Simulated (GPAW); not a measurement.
Runs of GPAW 26.7.0 on Mo. Symmetry: Im-3m, No. 229, cubic system. Conventional cell: a = 3.168 Å, b = 3.168 Å, c = 3.168 Å, α = 90.00°, β = 90.00°, γ = 90.00°. Around Mo (site symmetry m-3m) lie 8 Mo at 2.74 Å. 

```tsv
level	potentials or basis	eigensolver	gap on the mesh (eV)	pressure (GPa)	relaxed volume (Å³/atom)
PBEsol	PAW data sets generated in the run's folder for this functional, pw	-	none	0.0	15.29
LDA	the program's PAW data sets (release 1.2.1) made for this functional, pw	-	none	-0.1	15.00
r2SCAN	GPAW PAW data sets (gpaw-data 1.2.1), pw	-	none	0.0	(a)
revPBE	the program's PAW data sets (release 1.2.1) made for this functional, pw	-	none	0.0	15.92
RPBE	the program's PAW data sets (release 1.2.1) made for this functional, pw	-	none	-0.1	16.00
BLYP	PAW data sets generated in the run's folder for this functional, pw	davidson	none	0.0	(b)
```

Alike in all rows: task relaxation of cell and atoms; no spin polarisation; cell relaxed; k mesh 12 × 12 × 12; cutoff (eV) 600; smearing fermi-dirac 0.05 eV.

Estimate the missing entries.

(a) 15.68; (b) 16.34.

Caveats: later steps reuse the first step's grids; the PAW data sets were made with another functional, which shifts forces and pressure a little (some runs).

A k mesh can miss the band edges, and the runs leave out spin-orbit coupling on Mo.

A gap of «none» marks a metal or a gap under the smearing width.

Runs at the PBE level aren't shown here.
